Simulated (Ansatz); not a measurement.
Input and command of a calculation in Ansatz (plane waves; scalar-relativistic PAW potentials unless the input names others):

```yaml
crystal:
  lattice:
    - [3.2995166376, 0.0, 0.0]
    - [0.0, 3.2995166376, 0.0]
    - [0.0, 0.0, 3.9594199651]
  atoms:
    - { symbol: Si, position: [0.0, 0.0, 0.0] }
    - { symbol: Ni, position: [0.0, 0.5, 0.5] }
    - { symbol: Ni, position: [0.5, 0.0, 0.5] }
    - { symbol: Ni, position: [0.5, 0.5, 0.0] }
basis:
  ecutwfc: 420
kpoints:
  mp_grid: { grid: [16, 16, 16] }
hamiltonian:
  xc: pbe
  hubbard: { sites: [{ species: Ni, l: d, u_eff: 3.0 }], double_counting: fll }
scf:
  occupations: { method: gaussian, width: 0.15 }
output:
  forces: true
  eigenvalues: true
  stress: true
```

```bash
ansatz run input.yaml --threads 1 --pin off --max-ram 2560MiB --backend cpu --events-out ev --progress --plain --runs-dir out
```

Abridged log:
```
Si: projections on atomic orbitals take those of the free atom [Ne] 3s2 3p2, of charge +0.00 (hamiltonian.pseudopotentials.projection_atoms); the dataset's partial waves leave at most 6.1e-8 of an orbital's norm unspanned inside its sphere
Ni: projections on atomic orbitals take those of the free atom [Ne] 3s2 3p6 3d8 4s2, of charge +0.00 (hamiltonian.pseudopotentials.projection_atoms); the dataset's partial waves leave at most 1.6e-6 of an orbital's norm unspanned inside its sphere
Pseudopotentials: kind: paw
Pseudopotential: Si, paw, valence charge 4, recommended cutoff 420 eV (normal)
Pseudopotential: Ni, paw, valence charge 18, recommended cutoff 420 eV (normal)
Functional definition: PBE
Crystal: 4 atoms, lattice volume = 43.105 Å³
Basis set: ecut = 420 eV, 861 PW (Γ), exchange–correlation on 48×48×54 points (8 copies of the dense FFT grid, shifted against one another)
Bands: 35, of which v1, the nominal top of the filled ones, is band 29 counted from 1 (28 counted from 0)
Symmetry: 16 space group operations
Space group: P4/mmm (ITA 123), of the structure as read, at distance tolerance 3.5e-5 Å
k-points: 405 of 4096
Initial density: superposition of atomic densities (chi_scale 0.1, normalization cell, long waves of neutral atoms under a Hubbard term (reshape's long-wave potential 0.00 eV rms, cloud 2.35 Å wide))
Initial wavefunctions: pseudopotential atomic-orbital guess
Functional: x = pbe(κ = 0.804, μ = 0.21951497), c = pbe(β = 0.06672455)
SCF iter   1: F=—  HF=-18152.781033 eV  |F-HF|=—  |Δ(HF+E_count)|=         —  Δρ=1.49e-1  dr2=8.36e0  ethr=3.10e-3  ⟨swp⟩=4.9  Hψ=47200  notcnv=0
SCF iter   2: F=—  HF=-18152.591421 eV  |F-HF|=—  |Δ(HF+E_count)|=   1.90e-1  Δρ=9.76e-2  dr2=2.14e0  ethr=3.10e-3  ⟨swp⟩=3.0  Hψ=30541  notcnv=0  defer=458
SCF iter   3: F=—  HF=-18152.195282 eV  |F-HF|=—  |Δ(HF+E_count)|=   3.96e-1  Δρ=6.59e-2  dr2=2.01e0  ethr=3.10e-3  ⟨swp⟩=3.0  Hψ=27906  notcnv=0  defer=418
SCF iter   4: F=—  HF=-18152.104853 eV  |F-HF|=—  |Δ(HF+E_count)|=   9.04e-2  Δρ=5.25e-2  dr2=1.04e0  ethr=3.10e-3  ⟨swp⟩=2.4  Hψ=20750  notcnv=0  defer=422
SCF iter   5: F=—  HF=-18151.944483 eV  |F-HF|=—  |Δ(HF+E_count)|=   1.60e-1  Δρ=1.11e-2  dr2=6.61e-2  ethr=1.79e-3  ⟨swp⟩=2.0  Hψ=19312  notcnv=0  defer=435
SCF iter   6: F=—  HF=-18151.936703 eV  |F-HF|=—  |Δ(HF+E_count)|=   7.78e-3  Δρ=3.17e-3  dr2=5.35e-3  ethr=1.14e-4  ⟨swp⟩=2.0  Hψ=20974  notcnv=0  defer=429
SCF iter   7: F=—  HF=-18151.934958 eV  |F-HF|=—  |Δ(HF+E_count)|=   1.75e-3  Δρ=3.78e-3  dr2=5.21e-3  ethr=9.22e-6  ⟨swp⟩=2.0  Hψ=20801  notcnv=0  defer=427
SCF iter   8: F=—  HF=-18151.934711 eV  |F-HF|=—  |Δ(HF+E_count)|=   2.46e-4  Δρ=3.06e-4  dr2=2.83e-5  ethr=8.98e-6  ⟨swp⟩=1.0  Hψ=13765  notcnv=0  defer=427
SCF iter   9: F=—  HF=-18151.934709 eV  |F-HF|=—  |Δ(HF+E_count)|=   2.14e-6  Δρ=3.09e-4  dr2=2.85e-5  ethr=4.88e-8  ⟨swp⟩=2.0  Hψ=24609  notcnv=0  defer=427
SCF iter  10: F=—  HF=-18151.934707 eV  |F-HF|=—  |Δ(HF+E_count)|=   2.15e-6  Δρ=5.96e-5  dr2=1.36e-6  ethr=4.88e-8  ⟨swp⟩=1.9  Hψ=15520  notcnv=0  defer=427
SCF iter  11: F=—  HF=-18151.934707 eV  |F-HF|=—  |Δ(HF+E_count)|=   7.17e-9  Δρ=4.30e-5  dr2=6.18e-7  ethr=2.35e-9  ⟨swp⟩=1.3  Hψ=14074  notcnv=0  defer=427
SCF iter  12: F=-18151.934707 eV  HF=-18151.934707 eV  |F-HF|=1.93e-8  |Δ(HF+E_count)|=   5.26e-8  Δρ=8.11e-6  dr2=2.28e-8  ethr=1.72e-10  ⟨swp⟩=8.2  Hψ=64761  notcnv=0
SCF 1 converged in 12 iterations: F = -18151.934707 eV  dr2 = 2.28e-8
SCF converged after 12 iterations
Free energy (F): -18151.934707 eV
Harris-Foulkes:  -18151.934707 eV  (|F-HF|=1.93e-8)
Internal energy: -18151.918934 eV  (E = F + TS)
E sigma→0 (E₀):  -18151.926820 eV
Entropy (-TS):   -0.015773 eV (-3.943 meV/atom)
Fermi energy:    17.183911 eV
--- Forces (eV/Å), atoms counted from 1 ---
  atom   1  Si     0.00000000     0.00000000     0.00000000
  atom   2  Ni     0.00000000     0.00000000     0.00000000
  atom   3  Ni     0.00000000     0.00000000     0.00000000
  atom   4  Ni     0.00000000     0.00000000     0.00000000
--- Stress (GPa, compression-positive) ---
       14.973708       0.000000       0.000000
        0.000000      14.973708       0.000000
        0.000000       0.000000     -19.996035
  P = ⅓ Tr σ = 3.3171 GPa (33.171 kbar)
Occupation matrices written to <dir>
```

Apart from outputs and empty bands, the input differs from a reference run on usual settings in hamiltonian.hubbard: not typed → {"sites": [{"species": "Ni", "l": "d", "u_eff": 3.0}], "double_counting": "fll"}. The reference, at the same geometry (not necessarily relaxed), gave pressure 4.23 GPa, largest force 0.000 eV/Å, no gap on the mesh. This run converged in 12 SCF iterations (reference: 7) with an energy at zero smearing 1.1 eV/atom above the reference's (the Hamiltonian itself differs), pressure 3.32 GPa, largest force 0.000 eV/Å, no gap on the mesh.

The run took 71 s on 1 thread of Intel(R) Xeon(R) Platinum 8259CL CPU @ 2.50GHz (Skylake/Cascade Lake), on a shared host, peak memory 1.1 GiB.